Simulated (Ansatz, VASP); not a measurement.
Ru: VASP beside Ansatz

Contents of INCAR:

```
SYSTEM = Ru
ALGO = Normal
EDIFF = 1E-6
ENCUT = 520
GGA = PE
ISIF = 2
ISMEAR = 1
LASPH = .TRUE.
LCHARG = .FALSE.
LREAL = .FALSE.
LWAVE = .FALSE.
NBANDS = 21
NELM = 60
PREC = Accurate
SIGMA = 0.15
```

KPOINTS

```
k-points
0
G
  10 10 10
  0 0 0
```

POSCAR

```
Ru
1.0
    0.0000000000      2.7269856412      2.7269856412
    2.7269856412      0.0000000000      2.7269856412
    2.7269856412      2.7269856412      0.0000000000
Ru
2
Direct
    0.0000000000      0.0000000000      0.0000000000
    0.2500000000      0.2500000000      0.2500000000
```

Input for Ansatz:

```yaml
crystal:
  lattice:
    - [0.0, 2.7269856412, 2.7269856412]
    - [2.7269856412, 0.0, 2.7269856412]
    - [2.7269856412, 2.7269856412, 0.0]
  atoms:
    - { symbol: Ru, position: [0.0, 0.0, 0.0] }
    - { symbol: Ru, position: [0.25, 0.25, 0.25] }
kpoints:
  mp_grid: { grid: [10, 10, 10] }
scf:
  occupations: { method: cold, width: 0.15 }
hamiltonian:
  xc: pbe
  pseudopotentials: { kind: all_electron, lapw: { basis_error: 0.0005 } }
output:
  forces: true
  stress: true
  eigenvalues: true
```

Alike in both runs: task single point; functional PBE; k mesh 10 × 10 × 10; no spin polarisation.

|  | VASP | Ansatz |
| --- | --- | --- |
| version | VASP 6.6.1 | Ansatz 0.2.0 |
| potentials or method | VASP PAW PBE potentials, release 64 (Ru_pv) | all-electron LAPW, scalar-relativistic |
| plane-wave cutoff (eV) | 520 | see its input |
| occupations | methfessel-paxton of order 1, width 0.15 eV | cold, width 0.15 eV |

```csv
,VASP,Ansatz,Ansatz less VASP
pressure (GPa),0.2,0.0,-0.24
```

Ansatz ran all-electron here, so the differences hold the error of VASP's frozen core and of both bases.
